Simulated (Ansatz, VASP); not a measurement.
## ZnS in VASP and in Ansatz

File INCAR:

```
PREC = Accurate
ENCUT = 520
EDIFF = 1E-8
ISMEAR = -1
SIGMA = 0.01
LREAL = False
LASPH = True
NELM = 100
ALGO = Normal
ISIF = 2
LWAVE = False
LCHARG = False
GGA = PE
LEFG = True
NBANDS = 16
```

The input KPOINTS:

```
regular mesh
0
Gamma
  8 8 8
```

Contents of POSCAR:

```
ZnS
1.0
    0.0000000000      2.7225621114      2.7225621114
    2.7225621114      0.0000000000      2.7225621114
    2.7225621114      2.7225621114      0.0000000000
Zn S
1 1
Direct
    0.0000000000      0.0000000000      0.0000000000
    0.7500000000      0.7500000000      0.7500000000
```

Input for Ansatz:

```yaml
crystal:
  lattice:
    - [0.0, 2.7225621114, 2.7225621114]
    - [2.7225621114, 0.0, 2.7225621114]
    - [2.7225621114, 2.7225621114, 0.0]
  atoms:
    - { symbol: Zn, position: [0.0, 0.0, 0.0] }
    - { symbol: S, position: [0.75, 0.75, 0.75] }
kpoints:
  mp_grid: { grid: [8, 8, 8] }
scf:
  occupations: { method: fermi_dirac, width: 0.01 }
hamiltonian:
  xc: pbe
  pseudopotentials: { kind: paw }
output:
  forces: true
  stress: true
  eigenvalues: true
  efg: { contact_densities: true }
  write_density: true
  write_potential: true
  elf: true
  volumetric_format: npy
```

Change from the starting cell: volume scaled by 1.02, PAW files.

Alike in both runs: task electric field gradients; functional PBE; k mesh 8 × 8 × 8; occupations fermi-dirac, width 0.01 eV; no spin polarisation.

```csv
,VASP,Ansatz
version,VASP 6.6.1,Ansatz 0.2.0
potentials or method,"VASP PAW PBE potentials, release 64 (Zn, S)","PAW with Ansatz's default frozen-core files, scalar-relativistic"
plane-wave cutoff (eV),520,420
valence electrons in the cell,18,18
```

|  | VASP | Ansatz | Ansatz less VASP |
| --- | --- | --- | --- |
| gap on the k mesh at the Fermi level (eV) | 2.02 | 2.01 | -0.004 |
| pressure (GPa) | 0.1 | -0.1 | -0.16 |
| Vzz of the field gradient on the site that differs most (V/Å²) | 0.0 | 0.0 | -0.01 |
